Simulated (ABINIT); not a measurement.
A run of ABINIT 10.8.3 (patched build) is set up as follows.

File run.abi:

```
pp_dirpath "./"
pseudos "Au.GGA_PBE-JTH.xml"

acell 3.98195 3.98195 3.98195 Angstrom
rprim
     1.0000000000     0.0000000000     0.0000000000
     0.0000000000     1.0000000000     0.0000000000
     0.0000000000     0.0000000000     1.0000000000
ntypat 1
znucl 79
natom 3
typat 1 1 1
xcart
     2.0097857318     0.0187191470    -0.0011507835
    -0.0074621743     1.9759550846    -0.0129134638
    -0.0498779057    -0.0115556189     1.9945229174 Angstrom
chkprim 0
chksymtnons 0
tolsym 1.0e-6

ecut 544.227725 eV
pawecutdg 40.0

kptopt 1
ngkpt 7 7 7
nshiftk 1
shiftk 0.0 0.0 0.0

ixc 11

nband 21
occopt 3
tsmear 0.05 eV

nstep 100
tolvrs 1.0e-9

iomode 3
prtwf 0
prtden 0
prteig 0
prtebands 0
enunit 1
```

Potentials or basis: JTH PAW PBE v2.0.

Launch:

```sh
$ abinit run.abi > log 2>&1
```

Problem. What does it give for the pressure?

Solution. 0.4 GPa.

Problem. Estimate the largest force.

Solution. 0.592 eV/Å.

Problem. Estimate the band gap on the k mesh.

Solution. None (metal or under the smearing width).

Forces in eV/Å, atoms in the order of the input:
```
Au  -0.562 -0.183  0.035
Au   0.180  0.220  0.091
Au   0.382 -0.036 -0.126
```

Spin-orbit coupling is left out, which matters for the levels of Au.
